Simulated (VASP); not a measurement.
# RbBr: relaxation of cell and atoms with PBE+D3(BJ)

Crystal: RbBr.

```
CELL_PARAMETERS angstrom
0.00000 3.44555 3.44555
3.44555 0.00000 3.44555
3.44555 3.44555 0.00000
ATOMIC_POSITIONS crystal
Rb 0.00000 0.00000 0.00000
Br 0.50000 0.50000 0.50000
```

```json
{"Program": "VASP 6.6.1", "Task": "relaxation of cell and atoms", "Functional": "PBE", "Dispersion": "D3(BJ)", "Potentials or basis": "VASP PAW PBE potentials, release 64 (Rb_sv, Br)", "Cutoff": "600 eV", "k mesh": "8 × 8 × 8", "Occupations": "gaussian, width 0.03 eV", "Spin": "no spin polarisation", "Further INCAR settings": "ALGO = Normal; EDIFF = 1e-07; IBRION = 2; EDIFFG = -0.005; NSW = 90; ISIF = 3"}
```

```yaml
Pressure_after_relaxing: 0.0 GPa
Band_gap_on_the_k_mesh: 4.32 eV, direct
Dispersion_energy_per_atom: -0.192 eV
```

Final structure:
```xyz
2
Lattice="0.0000 3.4455 3.4455 3.4455 0.0000 3.4455 3.4455 3.4455 0.0000" Properties=species:S:1:pos:R:3 pbc="T T T"
Rb    0.0000    0.0000    0.0000
Br    3.4455    3.4455    3.4455
```

Levels at points of the mesh, in eV from the valence-band top:
```csv
k point,band 5,band 6,band 7,band 8,band 9,band 10,band 11,band 12
"(0.00, 0.00, 0.00)",-8.52,0.00,0.00,0.00,4.32,7.27,7.27,7.27
"(0.50, 0.00, 0.00)",-8.48,-0.96,-0.34,-0.34,6.77,7.66,9.44,9.44
"(0.50, 0.50, 0.00)",-8.59,-0.47,-0.16,-0.16,5.63,7.07,9.12,9.17
```

Wall time 29 s on 1 thread of Intel(R) Xeon(R) Platinum 8375C CPU @ 2.90GHz (Ice Lake), on a shared host, peak memory 0.26 GiB.

Caveat: the relaxation stopped at its first step, so nothing moved. A k mesh can miss the band edges.
